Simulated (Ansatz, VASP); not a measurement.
**Two plane-wave programs on TaN**

INCAR

```
SYSTEM = TaN
ALGO = Normal
EDIFF = 1E-7
ENCUT = 520
GGA = PE
ISIF = 2
ISMEAR = -1
LASPH = .TRUE.
LCHARG = .FALSE.
LREAL = .FALSE.
LWAVE = .FALSE.
NBANDS = 15
NELM = 100
PREC = Accurate
SIGMA = 0.05
```

KPOINTS

```
k-points
0
G
  10 10 9
  0 0 0
```

The input POSCAR:

```
TaN
1.0
    2.9380011100      0.0000000000      0.0000000000
   -1.4690005500      2.5443836000      0.0000000000
    0.0000000000      0.0000000000      2.8830022100
Ta N
1 1
Direct
    0.3447780000      0.6749950000      0.4832640000
   -0.0141120000      0.0054730000      0.0058730000
```

File input.yaml:

```yaml
crystal:
  lattice:
    - [2.93800111, 0.0, 0.0]
    - [-1.46900055, 2.5443836, 0.0]
    - [0.0, 0.0, 2.88300221]
  atoms:
    - { symbol: Ta, position: [0.344778, 0.674995, 0.483264] }
    - { symbol: "N", position: [-0.014112, 0.005473, 0.005873] }
hamiltonian:
  xc: pbe
  pseudopotentials: { kind: paw }
kpoints:
  mp_grid: { grid: [10, 10, 9] }
scf:
  occupations: { method: fermi_dirac, width: 0.05 }
output:
  forces: true
  stress: true
  eigenvalues: true
```

Change from the starting cell: atoms moved at random, drawn with an rms of 0.05 Å.

Alike in both runs: task single point; functional PBE; k mesh 10 × 10 × 9; occupations fermi-dirac, width 0.05 eV; no spin polarisation.

```csv
,VASP,Ansatz
version,VASP 6.6.1,Ansatz 0.2.0
potentials or method,"VASP PAW PBE potentials, release 64 (Ta_pv, N)",Ansatz PAW
plane-wave cutoff (eV),520,420
valence electrons in the cell,16,18
```

```csv
,VASP,Ansatz,Ansatz less VASP
gap on the k mesh at the Fermi level (eV),none,none,-
pressure (GPa),7.0,6.3,-0.73
largest component of the traceless stress (GPa),1.72,1.71,-0.010
rms of the force components (eV/Å),0.787,0.782,-0.0051
```

Atom by atom the forces differ by 0.005 eV/Å (rms over components). A gap of «none» marks a metal or a gap that the smearing closes. The two sets of potentials don't hold the same shells in valence.

Caveats: forces of over 1 eV/Å show positions far from the minimum, so gaps and moduli don't describe the material at rest (VASP); the pressure holds a Pulay correction of +0.5 GPa for the finite cutoff (Ansatz). The runs have no spin-orbit coupling, so splittings on Ta are missing.
